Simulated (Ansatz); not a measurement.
**How much do the gradients of SiO2 depend on the method?**

Cell: a computed structure from the Materials Project (it need not be an observed phase).

Space group Pbcn (No. 60); a = 8.6878, b = 10.4382, c = 4.8414 Å.

```
site  Wyckoff  site symmetry       x       y       z
 Si1       8d              1  0.2867  0.9159  0.0606
 Si4       4c            .2.  0.0000  0.7831  0.2500
 O13       8d              1  0.8912  0.8701  0.4476
 O15       8d              1  0.3946  0.8011  0.9556
 O17       8d              1  0.1792  0.4575  0.3768
```

One atom of each set is listed.

First run. Level of theory: DFT, PBE, plane waves and PAW, scalar-relativistic, 420 eV cutoff, Γ-centred 3×3×5 k-points, Fermi–Dirac smearing 0.02 eV (Ansatz 0.2.0).

```json
{"site": "Si1", "V_zz (10²¹ V/m²)": "1.92", "η": "0.47"}
{"site": "Si4", "V_zz (10²¹ V/m²)": "-0.94", "η": "0.01"}
{"site": "O13", "V_zz (10²¹ V/m²)": "9.17", "η": "0.30"}
{"site": "O15", "V_zz (10²¹ V/m²)": "10.16", "η": "0.08"}
{"site": "O17", "V_zz (10²¹ V/m²)": "8.66", "η": "0.39"}
```

Second run. The same atoms and settings, except that the functional is r2SCAN and the cutoff is 500 eV.

(1) Given the first result, estimate the second.

## Answers

(1) 

```tsv
site	V_zz	η	change of V_zz
Si1	1.90	0.46	-0.02
Si4	-0.92	0.08	+0.02
O13	9.07	0.30	-0.10
O15	10.02	0.09	-0.14
O17	8.54	0.39	-0.12
```

The largest change of V_zz is on O15, from 10.16 to 10.02. In per cent, |V_zz| changes by -2 to -1 on Si, -1 on O (all sites that start above 0.5).

For the first run: At this cell the PBE pressure is 6 GPa, so with PBE the cell would grow if it were relaxed. The entry's cell may itself be off. The largest force is 0.3 eV/Å, so the atoms aren't at the calculated equilibrium and relaxing them would move these values.
